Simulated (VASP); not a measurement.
InPd, 14 atoms in the cell. The cell holds a slab with vacuum, 14 atoms: a = 4.675 Å, b = 4.675 Å, c = 27.404 Å, α = 90.00°, β = 90.00°, γ = 120.00°. 

| Quantity | Value |
| --- | --- |
| Program | VASP 6.6.1 |
| Task | relaxation of the atoms |
| Functional | PBE |
| Potentials or basis | VASP PAW PBE potentials, release 64 (Pd, In_d) |
| Cutoff | 520 eV |
| k mesh | 9 × 9 × 1 |
| Occupations | methfessel-paxton, width 0.1 eV |
| Spin | no spin polarisation |
| Dipole correction | yes |
| Further INCAR settings | ALGO = Normal; EDIFF = 1e-06; IBRION = 2; EDIFFG = -0.02; NSW = 80 |

Potentials or basis: VASP PAW PBE potentials, release 64 (Pd, In_d).

Launch:

```bash
$ cat potpaw_PBE.64/Pd/POTCAR potpaw_PBE.64/In_d/POTCAR > POTCAR
$ mpirun -np 4 vasp_std > vasp.out
```

Hardware: 4 MPI ranks on Intel(R) Xeon(R) 6975P-C (Granite Rapids) (shared host).

Q: Estimate the wall time of this run.

A: Run time: 32 min on 4 MPI ranks on Intel(R) Xeon(R) 6975P-C (Granite Rapids), with other jobs on the host, peak memory 0.95 GiB a rank. Counts: scf iterations 169, k points 12, ion steps 15.
